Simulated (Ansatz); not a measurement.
# XPS core lines in Si3N4

Cell: an entry of the Crystallography Open Database (COD) whose atoms were relaxed with PBE, the cell held, repeated to a supercell; a hole's nearest image is 6.5 Å away.

Space group I-43d (No. 220); a = 6.4747 Å.

| site | Wyckoff | site symmetry | x | y | z |
| --- | --- | --- | --- | --- | --- |
| Si1 | 12b | -4.. | 0.3750 | 0.5000 | 0.7500 |
| N13 | 16c | .3. | 0.2814 | 0.2814 | 0.2814 |

One atom of each set is listed.

Level of theory: DFT, PBE, plane waves and PAW, scalar-relativistic, 420 eV cutoff, Γ-centred 3×3×3 k-points, fixed occupations (Ansatz 0.2.0).

Each value is a total-energy difference between the cell with one core hole and the ground state (ΔSCF), counted from the top of the valence band. The cell with the hole is spin-polarised, as the shell with the hole is left with one unpaired spin. The periodic images are corrected with the calculated ε∞ = 4.69.

Q: What binding energies does the calculation give for Si 2p, N 1s?

A: 

```tsv
line	atom	first shell	E_B (eV)	j = l + ½ / j = l − ½ (eV)
Si 2p	1	4 N at 1.75 Å	100.5	100.2 / 100.9
N 1s	13	3 Si at 1.75 Å	395.7	–
```

For p, d and f shells E_B is the weighted mean of the two lines, whose splitting comes from the free atom's Dirac orbitals.

The program doubts some values: the potential far from the hole hasn't levelled off. Absolute PBE values can be off by an eV or more. Multiplets, satellites and widths aren't calculated.

The run took 67 s of wall time (67 s of CPU time) and 0.81 GiB at its peak, on 1 thread of Intel Xeon Platinum 8488C (Sapphire Rapids) (x86_64; 16 cores open to the job, memory cap 3.0 GiB, no GPU), a shared host with a load of 0.3 a core.
